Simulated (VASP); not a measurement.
Calculation: PBEsol GGA, VASP's PBE PAW potentials (set 64) (plane waves; VASP 6.6.1).

Input for VASP

POSCAR:
```
AlSb
1
    0.0000000000     3.0022210000     3.0022210000
    3.0022210000     0.0000000000     3.0022210000
    3.0022210000     3.0022210000     0.0000000000
Al Sb
1 1
Direct
  0.0000000000   0.0000000000   0.0000000000
  0.2500000000   0.2500000000   0.2500000000
```

File KPOINTS:
```
Automatic mesh
0
Gamma
7 7 7
0 0 0
```

### INCAR
```
! general
SYSTEM =AlSb
PREC   =Accurate
ENCUT  =400
LREAL  =.False.
LASPH  =.True.   ! aspherical one-centre terms

! electronic loop
EDIFF  =1E-6
NELM   =100
ALGO   =Normal   ! blocked Davidson
LMAXMIX=4

! smearing
ISMEAR =0   ! Gaussian
SIGMA  =0.05

! functional
GGA    =PS

! ions
IBRION =2   ! conjugate gradients
NSW    =60
ISIF   =3   ! ions, shape and volume
EDIFFG =-0.01   ! ionic stop

! output
LWAVE  =.False.
LCHARG =.False.
```

POTCAR, in this order: Al Sb (PBE.64 set). Program: vasp_std.

The run wrote:

OUTCAR:
```
 ion  position               nearest neighbor table
   1  0.000  0.000  0.000-   2 2.60   2 2.60   2 2.60   2 2.60
   2  0.250  0.250  0.250-   1 2.60   1 2.60   1 2.60   1 2.60
  LATTYP: Found a face centered cubic cell.
 ALAT       =     6.0044420000
 Subroutine PRICEL returns:
 Original cell was already a primitive cell.
 Subroutine GETGRP returns: Found 24 space group operations
The static configuration has the point symmetry T_d .
The dynamic configuration has the point symmetry T_d .
 Subroutine INISYM returns: Found 24 space group operations
 Subroutine IBZKPT returns following result:
 Found     20 irreducible k-points:

 Following reciprocal coordinates:
            Coordinates               Weight
  0.000000  0.000000  0.000000      1.000000
  0.142857  0.000000  0.000000      8.000000
  0.285714  0.000000  0.000000      8.000000
  0.428571  0.000000  0.000000      8.000000
  0.142857  0.142857  0.000000      6.000000
  0.285714  0.142857  0.000000     24.000000
  0.428571  0.142857  0.000000     24.000000
 -0.428571  0.142857  0.000000     24.000000
 -0.285714  0.142857  0.000000     24.000000
...
```

File OSZICAR:
```
       N       E                     dE             d eps       ncg     rms          rms(c)
DAV:   1     0.121937943390E+02    0.12194E+02   -0.22682E+03   320   0.555E+02
DAV:   2    -0.850381339909E+01   -0.20698E+02   -0.19938E+02   424   0.822E+01
DAV:   3    -0.893362127806E+01   -0.42981E+00   -0.42981E+00   416   0.147E+01
DAV:   4    -0.893600698865E+01   -0.23857E-02   -0.23857E-02   496   0.137E+00
DAV:   5    -0.893600975819E+01   -0.27695E-05   -0.27695E-05   416   0.427E-02    0.364E+00
DAV:   6    -0.883290174541E+01    0.10311E+00   -0.10522E-01   352   0.154E+00    0.226E+00
DAV:   7    -0.879353242227E+01    0.39369E-01   -0.11896E-01   376   0.176E+00    0.448E-01
DAV:   8    -0.879351699340E+01    0.15429E-04   -0.61630E-03   320   0.495E-01    0.118E-01
DAV:   9    -0.879362101143E+01   -0.10402E-03   -0.38604E-04   440   0.137E-01    0.408E-02
DAV:  10    -0.879361835881E+01    0.26526E-05   -0.91392E-06   464   0.193E-02    0.242E-02
DAV:  11    -0.879362403601E+01   -0.56772E-05   -0.96908E-06   352   0.221E-02    0.439E-03
DAV:  12    -0.879362399226E+01    0.43746E-07   -0.24730E-07   264   0.313E-03
   1 F= -.87936240E+01 E0= -.87936240E+01  d E =-.879362E+01
       N       E                     dE             d eps       ncg     rms          rms(c)
DAV:   1    -0.901076998558E+01   -0.21715E+00   -0.43253E+00   376   0.106E+01    0.165E+00
DAV:   2    -0.888884148184E+01    0.12193E+00   -0.24603E-01   336   0.290E+00    0.105E+00
DAV:   3    -0.884684197127E+01    0.42000E-01   -0.13261E-01   352   0.168E+00    0.234E-01
DAV:   4    -0.884461898433E+01    0.22230E-02   -0.46077E-03   360   0.447E-01    0.239E-01
DAV:   5    -0.884400699606E+01    0.61199E-03   -0.10251E-03   416   0.171E-01    0.950E-02
DAV:   6    -0.884401720258E+01   -0.10207E-04   -0.38060E-05   352   0.444E-02    0.192E-02
DAV:   7    -0.884402136889E+01   -0.41663E-05   -0.51927E-06   408   0.149E-02    0.997E-03
DAV:   8    -0.884402171700E+01   -0.34811E-06   -0.61299E-07   304   0.505E-03
   2 F= -.88440217E+01 E0= -.88440217E+01  d E =-.503977E-01
       N       E                     dE             d eps       ncg     rms          rms(c)
DAV:   1    -0.888370703893E+01   -0.39686E-01   -0.57200E-01   360   0.397E+00    0.614E-01
DAV:   2    -0.886824863709E+01    0.15458E-01   -0.28121E-02   344   0.968E-01    0.373E-01
DAV:   3    -0.886278286187E+01    0.54658E-02   -0.17170E-02   352   0.607E-01    0.977E-02
DAV:   4    -0.886254296686E+01    0.23990E-03   -0.56848E-04   352   0.162E-01    0.982E-02
DAV:   5    -0.886247118461E+01    0.71782E-04   -0.10566E-04   432   0.566E-02    0.382E-02
DAV:   6    -0.886247108538E+01    0.99229E-07   -0.41502E-06   360   0.150E-02
   3 F= -.88624711E+01 E0= -.88624711E+01  d E =-.688471E-01
```

**OUTCAR**
```
------------------------ aborting loop because EDIFF is reached ----------------------------------------
  FORCE on cell =-STRESS in cart. coord.  units (eV):
  Direction    XX          YY          ZZ          XY          YZ          ZX
  --------------------------------------------------------------------------------------
  Total        0.0015298      0.0015298      0.0015298      0.0000000      0.0000000      0.0000000
  in kB        0.0417755      0.0417755      0.0417755      0.0000000      0.0000000      0.0000000
  external PRESSURE =       0.0417755 kB  Pullay stress =       0.0000000 kB
  volume of cell :       58.67
      direct lattice vectors                 reciprocal lattice vectors
    -0.000000000  3.084122313  3.084122313    -0.162120678  0.162120678  0.162120678
     3.084122313  0.000000000  3.084122313     0.162120678 -0.162120678  0.162120678
     3.084122313  3.084122313 -0.000000000     0.162120678  0.162120678 -0.162120678
 POSITION                                       TOTAL-FORCE (eV/Angst)
 -----------------------------------------------------------------------------------
      0.00000      0.00000      0.00000        -0.000000     -0.000000     -0.000000
      1.54206      1.54206      1.54206         0.000000      0.000000      0.000000
 -----------------------------------------------------------------------------------
    total drift:                               -0.000000     -0.000000     -0.000000
  FREE ENERGIE OF THE ION-ELECTRON SYSTEM (eV)
  ---------------------------------------------------
  free  energy   TOTEN  =        -8.8624710854 eV

  energy  without entropy=       -8.8624710854  energy(sigma->0) =       -8.86247109

 reached required accuracy - stopping structural energy minimisation
```
(Selected blocks of OUTCAR.)

**CONTCAR**
```
AlSb
   1.00000000000000
    -0.0000000000000000    3.0841223128763544    3.0841223128763544
     3.0841223128763544    0.0000000000000000    3.0841223128763544
     3.0841223128763544    3.0841223128763544   -0.0000000000000000
  Al              Sb
     1     1
Direct
     0.0000000000000000    0.0000000000000000    0.0000000000000000
     0.2500000000000000    0.2500000000000000    0.2500000000000000
```

Energy and stress use the plane-wave basis of the starting cell.

The structure was generated: AlSb was put into the zinc blende type (F-43m), which need not be its known phase. This run relaxes it. Symmetry was kept, so distortions that lower it aren't found.
